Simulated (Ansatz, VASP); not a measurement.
# Gd in VASP and in Ansatz

```
CELL_PARAMETERS angstrom
0.00000 2.29601 2.29601
2.29601 0.00000 2.29601
2.29601 2.29601 0.00000
ATOMIC_POSITIONS crystal
Gd 0.00000 0.00000 0.00000
```

Alike in both runs: functional PBEsol; k mesh 14 × 14 × 14; occupations fermi-dirac, width 0.08 eV; collinear spin.

Ansatz relaxed the structure, and its values are those at the end. VASP's run is a single point on that final structure, the one shown.

|  | VASP | Ansatz |
| --- | --- | --- |
| version | VASP 6.6.1 | Ansatz 0.2.0 |
| potentials or method | VASP PAW PBE potentials, release 64 (Gd) | PAW with Ansatz's default frozen-core files, scalar-relativistic |
| plane-wave cutoff (eV) | 520 | 420 |
| valence electrons in the cell | 18 | 18 |

Ansatz gave:

| Quantity | Value |
| --- | --- |
| pressure (GPa) | 12.0 |
| net moment per atom (μB) | 7.24 |
| size of the moment on the site where the two differ most (μB) | 7.08 |

Question: Estimate VASP's values.

Answer: Pressure (GPa): 12.2; net moment per atom (μB): 7.24; size of the moment on the site where the two differ most (μB): 6.87.

Site moments also hang on the region over which each program counts them.

Caveats: the PAW data sets were made with another functional, which shifts forces and pressure a little (VASP). The state reached can hang on the start; a lower one may exist.
